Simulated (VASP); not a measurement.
Rh, 1 atom in the cell. It takes space group Fm-3m (No. 225, cubic). Conventional cell: a = 3.796 Å, b = 3.796 Å, c = 3.796 Å, α = 90.00°, β = 90.00°, γ = 90.00°. Around Rh (site symmetry m-3m) lie 12 Rh at 2.68 Å. 

| Quantity | Value |
| --- | --- |
| Program | VASP 6.6.1 |
| Task | relaxation of cell and atoms |
| Functional | RPBE |
| Dispersion | D4 |
| Potentials or basis | VASP PAW PBE potentials, release 54 (Rh) |
| Cutoff | 580 eV |
| k mesh | 12 × 12 × 12 |
| Occupations | methfessel-paxton, width 0.2 eV |
| Spin | no spin polarisation |
| Hubbard terms | Rh d U = 4 eV |
| Further INCAR settings | ALGO = Normal; EDIFF = 1e-07; IBRION = 2; EDIFFG = -0.02; NSW = 40; ISIF = 3 |

Potentials or basis: VASP PAW PBE potentials, release 54 (Rh).

The run is started by

```sh
$ cat potpaw_PBE.54/Rh/POTCAR > POTCAR
$ mpirun -np 1 vasp_std > vasp.out
```

Hardware: 1 thread of Intel(R) Xeon(R) Platinum 8488C (Sapphire Rapids), with other jobs on the host.

Q: Estimate the wall time of this run.

A: Run time: 26 s on 1 thread of Intel(R) Xeon(R) Platinum 8488C (Sapphire Rapids), with other jobs on the host, peak memory 0.15 GiB. Counts: scf iterations 45, k points 72, ion steps 5.
